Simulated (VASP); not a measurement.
# Te2Mo in VASP: notebook

One slab, Te2Mo, is run at these levels: PBE; tasks: single point.

Everything below comes from runs of VASP 6.6.1. Logs are shortened: lines on timing, memory, paths and dates and some standing lists are left out, and cuts for length are marked.

## (1) The structure

The cell holds a slab with vacuum, 3 atoms: a = 3.518 Å, b = 3.518 Å, c = 21.605 Å, α = 90.00°, β = 90.00°, γ = 120.00°.

## (2) Single point, PBE

INCAR reads:

```
PREC = Accurate
ENCUT = 750
EDIFF = 1E-7
ISMEAR = 0
SIGMA = 0.05
LREAL = F
LASPH = T
NELM = 120
ALGO = Normal
ISIF = 2
LWAVE = F
LCHARG = F
LDIPOL = T
IDIPOL = 3
DIPOL = 0.5 0.5 0.500
GGA = PE
NBANDS = 24
LVHAR = T
LVACPOTAV = T
```

KPOINTS reads:

```
regular mesh
0
Gamma
  9 9 1
```

POSCAR reads:

```
Te2Mo
1.0
    3.5182000000      0.0000000000      0.0000000000
   -1.7591000000      3.0468505800      0.0000000000
    0.0000000000      0.0000000000     21.6051888000
Te Mo
2 1
Direct
    0.3333333333      0.6666666667      0.4165665981
    0.3333333333      0.6666666667      0.5834334019
    0.6666666667      0.3333333333      0.5000000000
```

Potentials or basis: VASP PAW PBE potentials, release 64 (Te, Mo_sv).

Launch:

```sh
$ cat potpaw_PBE.64/Te/POTCAR potpaw_PBE.64/Mo_sv/POTCAR > POTCAR
$ mpirun -np 1 vasp_std > vasp.out
```

OUTCAR:

```text
PREC = Accurate
   ENCUT = 750
   EDIFF = 1E-7
   ISMEAR = 0
   LREAL = F
   LASPH = T
   NELM = 120
   ISIF = 2
   GGA = PE

 Found     12 irreducible k-points:

 Following reciprocal coordinates:
            Coordinates               Weight
  0.000000  0.000000  0.000000      1.000000
  0.111111  0.000000  0.000000      6.000000
  0.222222  0.000000  0.000000      6.000000
  0.333333  0.000000  0.000000      6.000000
  0.444444  0.000000  0.000000      6.000000
  0.111111  0.111111  0.000000      6.000000
   k-points           NKPTS =     12   k-points in BZ     NKDIM =     12   number of bands    NBANDS=     24
   number of dos      NEDOS =    301   number of ions     NIONS =      3
   total plane-waves  NPLWV = 200704
   dimension x,y,z NGX =    32 NGY =   32 NGZ =  196
   dimension x,y,z NGXF=    64 NGYF=   64 NGZF=  392
   ions per type =               2   1
   NGX,Y,Z   is equivalent  to a cutoff of  15.12, 15.12, 15.08 a.u.
   NGXF,Y,Z  is equivalent  to a cutoff of  30.24, 30.24, 30.16 a.u.
 SYSTEM =  unknown system
   PREC   = accura    normal or accurate (medium, high low for compatibility)
   ISTART =      0    job   : 0-new  1-cont  2-samecut
   ICHARG =      2    charge: 1-file 2-atom 10-const
   ISPIN  =      1    spin polarized calculation?
   LNONCOLLINEAR =      F non collinear calculations
   LSORBIT =      F    spin-orbit coupling
   LASPH  =      T    aspherical Exc in radial PAW
   ENCUT  =  750.0 eV  55.12 Ry    7.42 a.u.   7.86  7.86 48.24*2*pi/ulx,y,z
   NELM   =    120;   NELMIN=  2; NELMDL= -5     # of ELM steps
   EDIFF  = 0.1E-06   stopping-criterion for ELM
   LREAL  =      F    real-space projection
   EDIFFG = 0.1E-05   stopping-criterion for IOM
   NSW    =      0    number of steps for IOM
   IBRION =     -1    ionic relax: 0-MD 1-quasi-New 2-CG
   NFREE  =      0    steps in history (QN), initial steepest desc. (CG)
   ISIF   =      2    stress and relaxation
   ISYM   =      2    0-nonsym 1-usesym 2-fastsym
   POTIM  = 0.5000    time-step for ionic-motion
   TEBEG  =    0.0;   TEEND  =   0.0 temperature during run
   PSTRESS=    0.0 pullay stress
   NELECT =      26.0000    total number of electrons
   NUPDOWN=      -1.0000    fix difference up-down
   EMIN   =  10.00;   EMAX   =-10.00  energy-range for DOS
   EFERMI =   0.00;   METHOD = LEGACY
   ISMEAR =     0;   SIGMA  =   0.05  broadening in eV -4-tet -1-fermi 0-gaus
   EFERMI_NEDOS =   21; number of points for ismear=-14 and -15
   IALGO  =     38    algorithm
   IMIX   =      4    mixing-type and parameters
     AMIX     =   0.40;   BMIX     =  1.00
     AMIX_MAG =   1.60;   BMIX_MAG =  1.00
  volume/ion in A,a.u.               =      77.20       520.96
  Fermi-wavevector in a.u.,A,eV,Ry     =   0.789750  1.492410  8.486012  0.623704
  Thomas-Fermi vector in A             =   1.894954
   LORBIT       =      0    0 simple, 1 ext, 2 COOP (PROOUT), +10 PAW based schemes
   GGA     = PE    functional components
   LHFCALC =     F    Hartree Fock is set to
   AEXX    =    0.0000 exact exchange contribution
   IVDW    =     0    specifies the selected vdW correction
   LEPSILON=     F    determine dielectric tensor
   LRPA    =     F    only Hartree local field effects (RPA)
 non-spin polarized calculation
 Gauss-broadening in eV      SIGMA  =   0.05
  energy-cutoff  :      750.00
  volume of cell :      231.60
 maximum number of plane-waves:     10843
 NGX is ok and might be reduce to    32
   NGX = 15   NGY = 15   NGZ = 97

 number of electron      26.0000000 magnetization

 dipolmoment           0.000000      0.000000     -0.000000 electrons x Angstroem

 Free energy of the ion-electron system (eV)
  ---------------------------------------------------
  ext. energy  EPLUGINS =         0.00000000
  ---------------------------------------------------
  free energy    TOTEN  =       -18.01207831 eV

  energy without entropy =      -18.01207831  energy(sigma->0) =      -18.01207831

 E-fermi :  -0.4492     XC(G=0):  -3.9037

 val. band max:       -0.7120603287   @ k =   0.3333   0.3333   0.0000
 cond. band min:       0.4319385889   @ k =   0.3333   0.3333   0.0000
 fundamental gap:      1.1439989176
 Fermi energy:        -0.4492041636

 k-point     1 :       0.0000    0.0000    0.0000
  band No.  band energies     occupation
      1     -61.3596      2.00000
      2     -35.5298      2.00000
      3     -35.4017      2.00000
      4     -35.4017      2.00000
      5     -13.3815      2.00000
      6     -12.4192      2.00000
[... 16 lines left out ...]
     23       6.3450      0.00000
     24       7.4843      0.00000

 k-point     2 :       0.1111    0.0000    0.0000
  band No.  band energies     occupation
      1     -61.3585      2.00000
      2     -35.5264      2.00000
      3     -35.4171      2.00000
      4     -35.4053      2.00000
      5     -13.2087      2.00000
      6     -12.2993      2.00000
[... 16 lines left out ...]
     23       6.5705      0.00000
     24       7.8497      0.00000

 k-point     3 :       0.2222    0.0000    0.0000
  band No.  band energies     occupation
      1     -61.3556      2.00000
      2     -35.5178      2.00000
      3     -35.4557      2.00000
      4     -35.4143      2.00000
      5     -12.7205      2.00000
      6     -11.9621      2.00000
[... 16 lines left out ...]
     23       6.8314      0.00000
     24       7.0642      0.00000

 k-point     4 :       0.3333    0.0000    0.0000
  band No.  band energies     occupation
      1     -61.3523      2.00000
      2     -35.5080      2.00000
      3     -35.4994      2.00000
      4     -35.4245      2.00000
      5     -12.0310      2.00000
      6     -11.4956      2.00000
[... 16 lines left out ...]
     23       6.8308      0.00000
     24       7.0981      0.00000

 k-point     5 :       0.4444    0.0000    0.0000
  band No.  band energies     occupation
      1     -61.3501      2.00000
      2     -35.5276      2.00000
      3     -35.5016      2.00000
      4     -35.4312      2.00000
      5     -11.4372      2.00000
      6     -11.1134      2.00000
[... 16 lines left out ...]
     23       7.3502      0.00000
     24       7.4574      0.00000

 k-point     6 :       0.1111    0.1111    0.0000
  band No.  band energies     occupation
      1     -61.3565      2.00000
      2     -35.5204      2.00000
      3     -35.4427      2.00000
      4     -35.4129      2.00000
      5     -12.8776      2.00000
      6     -12.0701      2.00000
[... 16 lines left out ...]
     23       7.2510      0.00000
     24       7.5423      0.00000

 [... further k-points ...]

------------------------ aborting loop because EDIFF is reached ----------------------------------------

  FORCE on cell =-STRESS in cart. coord.  units (eV):
  Direction    XX          YY          ZZ          XY          YZ          ZX
  --------------------------------------------------------------------------------------
  -------------------------------------------------------------------------------------
  Total        1.0842461      1.0842461      0.9875332      0.0000000     -0.0000000     -0.0000000
  in kB        7.5008195      7.5008195      6.8317587      0.0000000     -0.0000000     -0.0000000
  external PRESSURE =       7.2777992 kB  Pullay stress =       0.0000000 kB

 VOLUME and BASIS-vectors are now :
 -----------------------------------------------------------------------------
  energy-cutoff  :      750.00
  volume of cell :      231.60
      direct lattice vectors                 reciprocal lattice vectors
     3.518200000  0.000000000  0.000000000     0.284236257  0.164103879  0.000000000
    -1.759100000  3.046850580  0.000000000     0.000000000  0.328207759  0.000000000
     0.000000000  0.000000000 21.605188800     0.000000000  0.000000000  0.046285178

 POSITION                                       TOTAL-FORCE (eV/Angst)
 -----------------------------------------------------------------------------------
     -0.00000      2.03123      9.00000         0.000000     -0.000000     -0.274892
     -0.00000      2.03123     12.60519         0.000000     -0.000000      0.274892
      1.75910      1.01562     10.80259        -0.000000      0.000000      0.000000
 -----------------------------------------------------------------------------------
    total drift:                               -0.000000      0.000000      0.000000

  FREE ENERGIE OF THE ION-ELECTRON SYSTEM (eV)
  ---------------------------------------------------
  free  energy   TOTEN  =       -18.0120783051 eV

  energy  without entropy=      -18.0120783051  energy(sigma->0) =      -18.01207831

 vacuum level on the upper side and lower side of the slab         4.161         4.161
```

It took 90 s on 1 thread of Intel Xeon 6975P-C (Granite Rapids), shared host; peak memory 0.52 GiB.

The run converged, but some of its settings lie outside the range that counts as converged, so its numbers aren't taken as properties of the slab.

Results:

* Free energy: -18.0121 eV
* Largest force: 0.275 eV/Å
* Band gap on the k mesh: 1.14 eV, direct
* Ionisation potential of the upper face: 4.87 eV

Caveat: spin-orbit coupling is left out, which moves the levels of the heavy elements.

## (3) Single point, PBE

This run uses another cell than the first one, of 55.76 Å³/atom, 0.722 times its volume.

Changes to INCAR since step 2:

```diff
@@ -1,3 +1,3 @@
 PREC = Accurate
-ENCUT = 750
+ENCUT = 280
 EDIFF = 1E-7
```

KPOINTS reads:

```
regular mesh
0
Gamma
  3 3 1
```

POSCAR reads:

```
Te2Mo
1.0
    3.5182000000      0.0000000000      0.0000000000
   -1.7591000000      3.0468505800      0.0000000000
    0.0000000000      0.0000000000     15.6051888000
Te Mo
2 1
Direct
    0.3333333333      0.6666666667      0.3844874982
    0.3333333333      0.6666666667      0.6155125018
    0.6666666667      0.3333333333      0.5000000000
```

Potentials or basis: VASP PAW PBE potentials, release 64 (Te, Mo_sv).

Launch:

```sh
$ cat potpaw_PBE.64/Te/POTCAR potpaw_PBE.64/Mo_sv/POTCAR > POTCAR
$ mpirun -np 1 vasp_std > vasp.out
```

It took 7.3 s on 1 thread of Intel Xeon 6975P-C (Granite Rapids), shared host; peak memory 0.17 GiB.

The run converged, but some of its settings lie outside the range that counts as converged, so its numbers aren't taken as properties of the slab.

Results:

```yaml
Free_energy: -18.1289 eV
Largest_force: 0.094 eV/Å
Band_gap_on_the_k_mesh: 1.09 eV, direct
Ionisation_potential_of_the_upper_face: 4.71 eV
```

Caveat: the k mesh is coarse (spacing up to 0.69 Å⁻¹), so the values aren't converged; the cutoff is under 1.25 times the usual one of these potentials, so pressure, stress and relaxed cells hold a basis-set (Pulay) error; spin-orbit coupling is left out, which moves the levels of the heavy elements.

## (4) Single point, PBE

This run uses another cell than the first one, of 55.76 Å³/atom, 0.722 times its volume.

Changes to INCAR since step 3:

```diff
@@ -1,3 +1,3 @@
 PREC = Accurate
-ENCUT = 280
+ENCUT = 460
 EDIFF = 1E-7
```

KPOINTS is that of step 3.

POSCAR is that of step 3.

Launch:

```sh
$ cat potpaw_PBE.64/Te/POTCAR potpaw_PBE.64/Mo_sv/POTCAR > POTCAR
$ mpirun -np 1 vasp_std > vasp.out
```

Wall time 15 s (1 thread of Intel Xeon 6975P-C (Granite Rapids), shared host); peak memory 0.26 GiB.

The run converged, but some of its settings lie outside the range that counts as converged, so its numbers aren't taken as properties of the slab.

What came out:

```
Free energy                            : -18.1320 eV
Largest force                          : 0.083 eV/Å
Band gap on the k mesh                 : 1.09 eV, direct
Ionisation potential of the upper face : 4.71 eV
```

Caveat: the k mesh is coarse (spacing up to 0.69 Å⁻¹), so the values aren't converged; spin-orbit coupling is left out, which moves the levels of the heavy elements.

## (5) Single point, PBE

This run uses another cell than the first one, of 55.76 Å³/atom, 0.722 times its volume.

Changes to INCAR since step 4:

```diff
@@ -1,3 +1,3 @@
 PREC = Accurate
-ENCUT = 460
+ENCUT = 650
 EDIFF = 1E-7
```

KPOINTS is that of step 4.

POSCAR is that of step 4.

Launch:

```sh
$ cat potpaw_PBE.64/Te/POTCAR potpaw_PBE.64/Mo_sv/POTCAR > POTCAR
$ mpirun -np 1 vasp_std > vasp.out
```

Wall time 21 s (1 thread of Intel Xeon 6975P-C (Granite Rapids), shared host); peak memory 0.34 GiB.

These settings aren't checked as converged: the numbers below hold their error.

Results:

- Free energy: -18.1324 eV
- Largest force: 0.082 eV/Å
- Band gap on the k mesh: 1.09 eV, direct
- Ionisation potential of the upper face: 4.71 eV

Caveat: the k mesh is coarse (spacing up to 0.69 Å⁻¹), so the values aren't converged; spin-orbit coupling is left out, which moves the levels of the heavy elements.
